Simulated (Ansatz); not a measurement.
**TiH and its elements: formation energy from the elements in Python**

Is TiH stable against its elements? The task is a formation energy from the elements, for TiH and its elements.

All numbers are computed with Ansatz 0.2.0 through its Python package. Level of theory: DFT LDA, plane waves, PAW.

## (1) The structure

TiH P6_3/mmc: The structure is hexagonal, space group P6_3/mmc (No. 194). The conventional cell has a = 2.878 Å, b = 2.878 Å, c = 5.263 Å, α = 90.00°, β = 90.00°, γ = 120.00°. Around Ti (site symmetry -3m) lie 6 H at 2.12 Å. Around H (site symmetry -6m2) lie 6 Ti at 2.12 Å.

Ti P6_3/mmc: Symmetry: P6_3/mmc, No. 194, hexagonal system. Conventional cell: a = 2.950 Å, b = 2.950 Å, c = 4.680 Å, α = 90.00°, β = 90.00°, γ = 120.00°. Ti (site symmetry -6m2) has 12 Ti at 2.89 to 2.95 Å as nearest neighbours.

H in a box: Symmetry: Pmmm, No. 47, orthorhombic system. Conventional cell: a = 9.000 Å, b = 9.500 Å, c = 10.000 Å, α = 90.00°, β = 90.00°, γ = 90.00°. Around H (site symmetry mm2) lie 1 H at 0.75 Å.

No structure file is read: the coordinates are typed or built in the script.

## (2) The script

Contents of formation_tih.py:

```python
"""Is TiH bound against its elements, after relaxing atoms and volume at fixed cell shape."""

from collections import Counter
import warnings

import ansatz as az
import numpy as np

PHASES = {
    "TiH": (
        [(2.877582, 0.0, 0.0), (-1.438791, 2.492059, 0.0), (0.0, 0.0, 5.263294)],
        [
            ("Ti", (0.0, 0.0, 0.0)),
            ("Ti", (0.0, 0.0, 0.5)),
            ("H", (2 / 3, 1 / 3, 0.75)),
            ("H", (1 / 3, 2 / 3, 0.25)),
        ],
    ),
    "Ti": (
        [(2.95, 0.0, 0.0), (-1.475, 2.554775, 0.0), (0.0, 0.0, 4.68)],
        [
            ("Ti", (1 / 3, 2 / 3, 0.25)),
            ("Ti", (2 / 3, 1 / 3, 0.75)),
        ],
    ),
    "H2": (
        [(9.0, 0.0, 0.0), (0.0, 9.5, 0.0), (0.0, 0.0, 10.0)],
        [
            ("H", (0.5, 0.5, 0.4625)),
            ("H", (0.5, 0.5, 0.5375)),
        ],
    ),
}


def build(vectors, sites):
    crystal = az.Crystal(lattice=az.Lattice.of(vectors))
    for symbol, position in sites:
        crystal = crystal.atom(symbol, position)
    return crystal

GASES = {"H2"}


def run_phase(name, crystal):
    calc = (
        crystal.calculation()
        .functional("lda")
        .basis(530)
        .initial_density(normalization="cell")
        .scf(tolerance=1e-05, max_iterations=60)
        .kpoints(spacing=0.39)
        .occupations("fermi_dirac", width=0.05)
        .stress()
    )
    if name in GASES:
        return calc.kpoints(1, 1, 1).relax(force_tolerance=0.03).run(threads=1, backend="cpu")
    calc = calc.relax(force_tolerance=0.03, fix_cell=["shape"])
    return calc.run(threads=1, backend="cpu")


def counts(outcome):
    return Counter(site.symbol for site in outcome.lattice.sites)

def formation_energy(outcome, mu):
    n = counts(outcome)
    return (outcome.report["energy_sigma0_ev"] - sum(k * mu[element] for element, k in n.items())) / sum(n.values())


def volume_per_atom(outcome):
    return abs(np.linalg.det(outcome.lattice.cell_ang)) / len(outcome.lattice.sites)


def main() -> None:
    warnings.simplefilter("ignore", az.DeckWarning)

    phases = {name: build(*cell) for name, cell in PHASES.items()}

    done = {}
    for name, crystal in phases.items():
        done[name] = run_phase(name, crystal)
        print(f"{name}: {done[name].report['energy_sigma0_ev']:.4f} eV, {len(done[name].lattice.sites)} atoms")

    # chemical potentials of the elements at zero temperature
    references = {"Ti": "Ti", "H": "H2"}
    mu = {element: done[name].report["energy_sigma0_ev"] / len(done[name].lattice.sites) for element, name in references.items()}

    target = done["TiH"]
    heat = formation_energy(target, mu)
    n = counts(target)
    print("cell content:", dict(n), " volume", round(volume_per_atom(target), 3), "A^3/atom")
    print("formation energy", round(heat, 4), "eV/atom,", round(heat * sum(n.values()), 4), "eV per cell")
    print("bound against the elements" if heat < 0 else "unbound against the elements")
    # no correction for the overbinding of the gas molecule is applied


if __name__ == "__main__":
    main()
```

## (3) The input behind the calls

The package turns the script's settings into the engine's input (first run):

```yaml
crystal:
  lattice:
    - [2.877582, 0.0, 0.0]
    - [-1.438791, 2.492059, 0.0]
    - [0.0, 0.0, 5.263294]
  atoms:
    - { symbol: Ti, position: [0.0, 0.0, 0.0] }
    - { symbol: Ti, position: [0.0, 0.0, 0.5] }
    - { symbol: H, position: [0.6666666666666666, 0.3333333333333333, 0.75] }
    - { symbol: H, position: [0.3333333333333333, 0.6666666666666666, 0.25] }
basis:
  ecutwfc: 530.0
kpoints:
  mp_grid:
    kspacing: 0.39
hamiltonian:
  xc: lda
scf:
  max_iter: 60
  convergence:
    dr2_threshold: 1.0e-05
  occupations:
    method: fermi_dirac
    width: 0.05
  initial_density:
    normalization: cell
relax:
  f_tol: 0.03
  cell:
    fix: [shape]
output:
  stress: true
```

## (4) The run

Command:

```sh
$ python formation_tih.py
```

The log of the run:

```text
TiH: -4932.9568 eV, 4 atoms
Ti: -4900.6012 eV, 2 atoms
H2: -30.9602 eV, 2 atoms
cell content: {<Element.TI: 'Ti'>: 2, <Element.H: 'H'>: 2}  volume 8.72 A^3/atom
formation energy -0.3488 eV/atom, -1.3954 eV per cell
bound against the elements
```

Run time: 10 s. Hardware: 1 thread of AMD EPYC 7R43 (Zen 3), shared host; peak memory 0.58 GiB.

## (5) Inputs of later runs

The engine's inputs for the other runs:

Run 2, against run 1:

```diff
@@ -3,3 +3,3 @@
-    - [2.877582, 0.0, 0.0]
-    - [-1.438791, 2.492059, 0.0]
-    - [0.0, 0.0, 5.263294]
+    - [2.95, 0.0, 0.0]
+    - [-1.475, 2.554775, 0.0]
+    - [0.0, 0.0, 4.68]
@@ -7,4 +7,2 @@
-    - { symbol: Ti, position: [0.0, 0.0, 0.0] }
-    - { symbol: Ti, position: [0.0, 0.0, 0.5] }
-    - { symbol: H, position: [0.6666666666666666, 0.3333333333333333, 0.75] }
-    - { symbol: H, position: [0.3333333333333333, 0.6666666666666666, 0.25] }
+    - { symbol: Ti, position: [0.3333333333333333, 0.6666666666666666, 0.25] }
+    - { symbol: Ti, position: [0.6666666666666666, 0.3333333333333333, 0.75] }
```

Run 3, against run 1:

```diff
@@ -3,3 +3,3 @@
-    - [2.877582, 0.0, 0.0]
-    - [-1.438791, 2.492059, 0.0]
-    - [0.0, 0.0, 5.263294]
+    - [9.0, 0.0, 0.0]
+    - [0.0, 9.5, 0.0]
+    - [0.0, 0.0, 10.0]
@@ -7,4 +7,2 @@
-    - { symbol: Ti, position: [0.0, 0.0, 0.0] }
-    - { symbol: Ti, position: [0.0, 0.0, 0.5] }
-    - { symbol: H, position: [0.6666666666666666, 0.3333333333333333, 0.75] }
-    - { symbol: H, position: [0.3333333333333333, 0.6666666666666666, 0.25] }
+    - { symbol: H, position: [0.5, 0.5, 0.4625] }
+    - { symbol: H, position: [0.5, 0.5, 0.5375] }
@@ -15 +13 @@
-    kspacing: 0.39
+    grid: [1, 1, 1]
@@ -29,2 +26,0 @@
-  cell:
-    fix: [shape]
```

Lines on the test bed's own set-up are left out of the output.

## (6) The runs side by side

From the records of these 3 runs:

| run | system | space group at the end | k spacing | k mesh | energy (eV/atom) | from the elements (meV/atom) | pressure (GPa) | SCF cycles in all | CPU time (s) |
| --- | --- | --- | --- | --- | --- | --- | --- | --- | --- |
| 1 | TiH (4 atoms) | P6_3/mmc | 0.39 | not set | -1233.2392 | -348.8 | -0.01 | 30 | 3.9 |
| 2 | Ti (2 atoms) | P6_3/mmc | 0.39 | not set | -2450.3006 | 0.0 | 0.00 | 36 | 3.7 |
| 3 | H (2 atoms) | Pmmm | not set | [1, 1, 1] | -15.4801 | 0.0 | 0.00 | 10 | 1.9 |

Energies are extrapolated to zero smearing width, as in the script. Totals carry meaning only in balanced differences at one level of theory.

## (7) Path of the relaxation of run 2

The steps of the relaxation:

```csv
step,energy from step 1 (eV/cell),largest force component (eV/Å),pressure (GPa),volume (Å³)
1,0.0000,0.0000,-9.73,35.27
2,-0.0516,0.0000,8.37,30.36
3,-0.0980,0.0000,-0.81,32.45
4,-0.0985,0.0000,-0.06,32.25
5,-0.0985,0.0000,0.00,32.24
6,-0.0984,0.0000,0.00,32.24
```

Step 1 is the start. Step 6 repeats the geometry before it on a plane-wave basis chosen anew for that cell, so its energy need not be comparable with the rows above.

|  | before | after | change |
| --- | --- | --- | --- |
| a (Å) | 2.950 | 2.863 | -3.0 % |
| b (Å) | 2.950 | 2.863 | -3.0 % |
| c (Å) | 4.680 | 4.542 | -3.0 % |
| volume (Å³/atom) | 17.64 | 16.12 | -8.6 % |
| shortest distance (Å) | 2.894 | 2.809 | -3.0 % |
| space group (0.01 Å) | P6_3/mmc | P6_3/mmc | same |

Forces and stress were held to the start's 24 operations: a distortion of lower symmetry was not tested.

## (8) How the relaxation of run 3 went

The steps of the relaxation:

| step | E - E(step 1) (eV/cell) | largest force component (eV/Å) |
| --- | --- | --- |
| 1 | 0.0000 | 0.5196 |
| 2 | -0.0039 | 0.0301 |
| 3 | -0.0039 | 0.0013 |

Step 1 is the start.

## (9) What came out

| quantity | value |
| --- | --- |
| runs compared | 3 |
| energy of TiH (run 1) from the elements | -349 meV/atom |

What this shows: TiH lies 349 meV/atom below its elements, which says nothing yet of competing compounds. In run 2, over 4 moves the cell shrank by 8.6 % in volume, and the space group stayed P6_3/mmc. Run 3: After 2 moves the largest shift is 0.008 Å. The start was already close to the minimum. Notes:
- The run is spin-unpolarised.
- For the metals among these cells the mesh is coarse, so their volumes and pressures are rough.
- The program warned that this SCF threshold is loose for forces or stresses.
- Atoms and volume are relaxed with the cell's shape held, which in cells of lower than cubic symmetry can hide stresses and shift volumes.
- The compound is the structure given, not necessarily its lowest; energies are at zero temperature, with no correction for gases. A semilocal functional's error on such energies is often 0.05 to 0.1 eV an atom, and 0.1 to 0.3 eV against gases such as O2 or F2. Whether this is the phase that is stable at ambient conditions was not tested.
